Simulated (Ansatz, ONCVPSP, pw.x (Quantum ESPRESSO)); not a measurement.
**pw.x on fcc Si: one setting changed**

Potential: optimised norm-conserving Vanderbilt (ONCV), ONCVPSP 4.0.1, PBEsol; core [Ne], reference 3s1 3p3; waves: 3s: rc 1.95 bohr, ncon 4, nbas 8, qcut 3 1/bohr, 1 projector; 3p: rc 2.00 bohr, ncon 4, nbas 8, qcut 3.6 1/bohr, 1 projector; d scattering state at 0.12 Ha: rc 1.65 bohr, ncon 4, nbas 9, qcut 6.1 1/bohr, 2 projectors, debl 4 Ha; local part: polynomial inside 1.15 bohr (lpopt 5, dvloc0 4 Ha); core correction: polynomial model core, fcfact 0.5.

The reference run (k-mesh 15³, cutoffs 100/400 Ry, Fermi–Dirac 0.01 Ry, mixing_beta 0.4, conv_thr 1e-9, no spin) gives -0.59 GPa at 14.001 Å³/atom, where all-electron LAPW gives 0.43 GPa. This run, with its own iteration cap, changes smearing to gauss.

```
&control
  calculation='scf', prefix='x', pseudo_dir='./', outdir='./tmp', tstress=.true., disk_io='none'
/
&system
  ibrav=0, nat=1, ntyp=1, ecutwfc=100, ecutrho=400, nbnd=9,
  occupations='smearing', smearing='gauss', degauss=0.01
/
&electrons
  conv_thr=1e-09, mixing_beta=0.4, electron_maxstep=60
/
ATOMIC_SPECIES
Si 1.0 Si.UPF
CELL_PARAMETERS angstrom
  0.00000000 1.91297673 1.91297673
  1.91297673 0.00000000 1.91297673
  1.91297673 1.91297673 0.00000000
ATOMIC_POSITIONS crystal
Si 0.0000 0.0000 0.0000
K_POINTS automatic
15 15 15 0 0 0
```

```bash
pw.x < Si.scf.in > Si.scf.out
```

**Question.** How does the run end?

**Answer.** It converges in 5 iterations; the free energy moves by +12.0 meV/atom and the pressure by -0.15 GPa. Gaussian smearing of the same width is narrower in effect than Fermi–Dirac, so its quadratic term in F is smaller.

```
Message from routine setup:
     using ibrav=0 with symmetry is DISCOURAGED, use correct ibrav instead
     lattice parameter (alat)  =       5.1124  a.u.
     unit-cell volume          =      94.4834 (a.u.)^3
     number of electrons       =         4.00
     number of Kohn-Sham states=            9
     kinetic-energy cutoff     =     100.0000  Ry
     charge density cutoff     =     400.0000  Ry
     scf convergence threshold =      1.0E-09
     Exchange-correlation= PBESOL
     number of k points=   120  Gaussian smearing, width (Ry)=  0.0100
     iteration #  1     ecut=   100.00 Ry     beta= 0.40
     total energy              =     -10.42997521 Ry
     estimated scf accuracy    <       0.00097717 Ry
     iteration #  2     ecut=   100.00 Ry     beta= 0.40
     total energy              =     -10.42989749 Ry
     estimated scf accuracy    <       0.00031703 Ry
     iteration #  3     ecut=   100.00 Ry     beta= 0.40
     total energy              =     -10.42990499 Ry
     estimated scf accuracy    <       0.00000056 Ry
     iteration #  4     ecut=   100.00 Ry     beta= 0.40
     total energy              =     -10.42990512 Ry
     estimated scf accuracy    <       0.00000002 Ry
     iteration #  5     ecut=   100.00 Ry     beta= 0.40
     the Fermi energy is    11.0794 ev
!    total energy              =     -10.42990512 Ry
     estimated scf accuracy    <          5.2E-10 Ry
     smearing contrib. (-TS)   =      -0.00036777 Ry
     The total energy is F=E-TS. E is the sum of the following terms:
     one-electron contribution =       4.89621043 Ry
     hartree contribution      =       0.02537858 Ry
     xc contribution           =      -5.20482615 Ry
     ewald contribution        =     -10.14630021 Ry
     convergence has been achieved in   5 iterations
          total   stress  (Ry/bohr**3)                   (kbar)     P=       -7.39
     Message from routine punch:
     Nothing written, as per user request (disk_io='none')
```

The run took about 10 s on one core of a shared host (Intel(R) Xeon(R) 6975P-C, 192 threads, 1488 GiB, load 102).
